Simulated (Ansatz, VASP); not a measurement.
H in VASP and in Ansatz

```
H
1.0
     2.77346   -2.71747    0.00000
     2.75369    2.69727    0.00000
     0.00000    0.00000    4.30360
H
4
Direct
  0.97049 0.01778 0.09505
  0.47049 0.51778 0.40495
  0.52951 0.48222 0.58172
  0.02951 0.98222 0.91828
```

Alike in both runs: task single point; functional PBE; k mesh 6 × 6 × 6; occupations gaussian, width 0.02 eV; no spin polarisation.

|  | VASP | Ansatz |
| --- | --- | --- |
| version | VASP 6.6.1 | Ansatz 0.2.0 |
| potentials or method | VASP PAW PBE potentials, release 64 (H) | scalar-relativistic, plane waves, PAW |
| plane-wave cutoff (eV) | 520 | 420 |
| valence electrons in the cell | 4 | 4 |

VASP gave:

| Quantity | Value |
| --- | --- |
| gap on the k mesh at the Fermi level (eV) | 8.70 |
| least direct gap on the mesh (eV) | 9.22 |
| pressure (GPa) | -2.2 |
| largest component of the traceless stress (GPa) | 3.55 |
| rms of the force components (eV/Å) | 0.918 |

Q: What did Ansatz give for the same quantities?

A: gap on the k mesh at the Fermi level (eV): 8.70; least direct gap on the mesh (eV): 9.22; pressure (GPa): -2.1; largest component of the traceless stress (GPa): 3.54; rms of the force components (eV/Å): 0.917.

Atom by atom the forces differ by 0.001 eV/Å (rms over components). With one functional, cell and mesh, what is left measures potentials, basis and numerics.

Caveats: forces of over 1 eV/Å show positions far from the minimum, so gaps and moduli don't describe the material at rest. A k mesh can miss the band edges.
